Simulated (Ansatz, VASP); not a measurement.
One calculation of AlN, two programs

```
CELL_PARAMETERS angstrom
3.13028 0.00000 0.00000
-1.56514 2.71090 0.00000
0.00000 0.00000 5.01774
ATOMIC_POSITIONS crystal
Al 0.33333 0.66667 0.00023
Al 0.66667 0.33333 0.50023
N 0.33333 0.66667 0.38177
N 0.66667 0.33333 0.88177
```

Alike in both runs: functional PBE; k mesh 8 × 8 × 5; no spin polarisation.

Ansatz relaxed the structure, and its values are those at the end. VASP's run is a single point on that final structure, the one shown.

|  | VASP | Ansatz |
| --- | --- | --- |
| version | VASP 6.6.1 | Ansatz 0.2.0 |
| potentials or method | VASP PAW PBE potentials, release 64 (Al, N) | scalar-relativistic, plane waves, PAW |
| plane-wave cutoff (eV) | 520 | 420 |
| occupations | gaussian, width 0.01 eV | fixed |
| valence electrons in the cell | 16 | 16 |

|  | VASP | Ansatz | Ansatz less VASP |
| --- | --- | --- | --- |
| gap on the k mesh at the Fermi level (eV) | 4.04 | 4.03 | -0.009 |
| least direct gap on the mesh (eV) | 4.04 | 4.03 | -0.009 |
| pressure (GPa) | -0.2 | 0.0 | +0.26 |

Expect the measured gap to be larger: semilocal functionals such as PBE lack the derivative discontinuity.
